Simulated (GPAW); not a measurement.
Computed results, one entry a study.

## Quasiparticle gap of TePb (Fm-3m) in GPAW

It takes space group Fm-3m (No. 225, cubic). Conventional cell: a = 6.462 Å, b = 6.462 Å, c = 6.462 Å, α = 90.00°, β = 90.00°, γ = 90.00°. Nearest to Te lie 6 Pb at 3.23 Å. Nearest to Pb lie 6 Te at 3.23 Å. Farther neighbours and most contacts between anions are not listed.

```xyz
2
Lattice="0.0000 3.2310 3.2310 3.2310 0.0000 3.2310 3.2310 3.2310 0.0000" Properties=species:S:1:pos:R:3 pbc="T T T"
Te    3.2310    3.2310    3.2310
Pb    0.0000    0.0000    0.0000
```

| Quantity | Value |
| --- | --- |
| method | DFT, PBE, plane waves, PAW (and 1 further level or step) |
| program | GPAW 26.7.0 |
| settings of one run | cutoff 450 eV, GPAW PAW setups 1.2.1 data release, 4×4×4 k-mesh, nbands 291 |
| cost | 4 runs, 2.5 min in all on 4 MPI ranks of Arm Neoverse V1, shared host (the runs of this entry) |
| notes | The cell and positions come from the Crystallography Open Database and are kept as given unless a step says otherwise. Limits: no spin-orbit coupling. The calculation has static nuclei and no excitons; a measured gap holds zero-point and thermal motion, which in such lone-pair compounds can raise it as well as lower it. With atoms this heavy the missing spin-orbit coupling can matter too. Bands and cutoff are finite, so the gap is not at the basis limit. The miss can reach some tenths of an eV and take either sign; the mesh is an error of its own. The 4×4×4 mesh is coarse for this cell, which bears on the long-range parts of exchange and screening. These scalar-relativistic gaps are then model values, not to be set against experiment, and a spin-orbit change taken from DFT can’t simply be added. |
| PBE gap | 0.69 eV, direct |
| G0W0 gap on the mesh | 0.84 eV |
| GW settings | 4×4×4 mesh, 281 bands, screening to 150 eV, Godby-Needs plasmon pole |
| known limits | not at the basis limit; model gap, bands may invert with spin-orbit coupling; no spin-orbit coupling; coarse k mesh |

G0W0 moves the gap on the mesh from 0.69 eV to 0.84 eV (+0.15 eV), with Z of 0.79 and 0.80 at the edges. Only 2 of the mesh's irreducible points were corrected, so a valley elsewhere could overtake.

[Paths, hosts, dates, memory and timing lines, banners, echoed tables and standing remarks are left out of the program output.]

[Logs are printed without paths, hosts, clocks, repeated set-up lines and the standing remarks that a program may print on its own settings, such as how far it seeks lower states.]

[Runs of the session that timed out or met a known fault of the program may be left out.]

[Hosts, paths, dates, database ids (printed as entryN), source tags and the programs' standing remarks are cut or masked in the printed files.]
